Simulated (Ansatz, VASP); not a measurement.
## One calculation of In3Se, two programs

```
In Se
1.0
     4.94850    0.00000    0.00000
     0.00000    4.94850    0.00000
     0.00000    0.00000    4.94850
In Se
3 1
Cartesian
  0.0000 2.4742 2.4742
  2.4742 0.0000 2.4742
  2.4742 2.4742 0.0000
  0.0000 0.0000 0.0000
```

Alike in both runs: task single point; functional PBE; k mesh 10 × 10 × 10; occupations gaussian, width 0.1 eV; no spin polarisation.

|  | VASP | Ansatz |
| --- | --- | --- |
| version | VASP 6.6.1 | Ansatz 0.2.0 |
| potentials or method | VASP PAW PBE potentials, release 64 (In_d, Se) | scalar-relativistic, plane waves, PAW |
| plane-wave cutoff (eV) | 520 | 420 |
| valence electrons in the cell | 45 | 55 |

```csv
,VASP,Ansatz,Ansatz less VASP
gap on the k mesh at the Fermi level (eV),none,none,-
pressure (GPa),-2.6,-2.6,+0.01
```

A gap of «none» marks a metal or a gap that the smearing closes. With one functional, cell and mesh, what is left measures potentials, basis and numerics. The two sets of potentials don't hold the same shells in valence.
